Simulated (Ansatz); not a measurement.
SiC (F-43m): energy against volume by PBE and RPA

```
CELL_PARAMETERS angstrom
0.00000 2.17900 2.17900
2.17900 0.00000 2.17900
2.17900 2.17900 0.00000
ATOMIC_POSITIONS crystal
Si 0.00000 0.00000 0.00000
C 0.25000 0.25000 0.25000
```

RPA total energy on PBE orbitals, norm-conserving pseudopotentials (Ansatz); 6×6×6 mesh, wave cutoff 1116 eV, correlation extrapolated to infinite response cutoff from cutoffs up to 250 eV, 8 electrons, all correlated, long-wavelength term: optical limit, core-valence exchange-correlation kept as a semilocal term.

Energies and volumes of the whole cell, energies counted from the given cell:

```
V/V_given  V (Å³)  PBE (meV)  Hartree-Fock expression on these orbitals (meV)  RPA (meV)
     0.92   19.04        142                                               96        104
     0.96   19.86         43                                               18         24
     1.00   20.69          0                                                0          0
     1.04   21.52          4                                               34         22
     1.08   22.35         46                                              109         82
```

(1) Fit third-order Birch-Murnaghan curves. Where are the minima?

Answers

(1) PBE: V0 = 10.51 Å³ an atom (lattice constants +0.5 % against the given cell), B0 = 212 GPa; Hartree-Fock expression on these orbitals: V0 = 10.27 Å³ an atom (lattice constants -0.2 % against the given cell), B0 = 253 GPa; RPA: V0 = 10.34 Å³ an atom (lattice constants 0.0 % against the given cell), B0 = 222 GPa.

With norm-conserving pseudopotentials the core–valence exchange is only approximate, which can shift gaps by tenths of an eV and RPA lattice constants by most of a per cent.
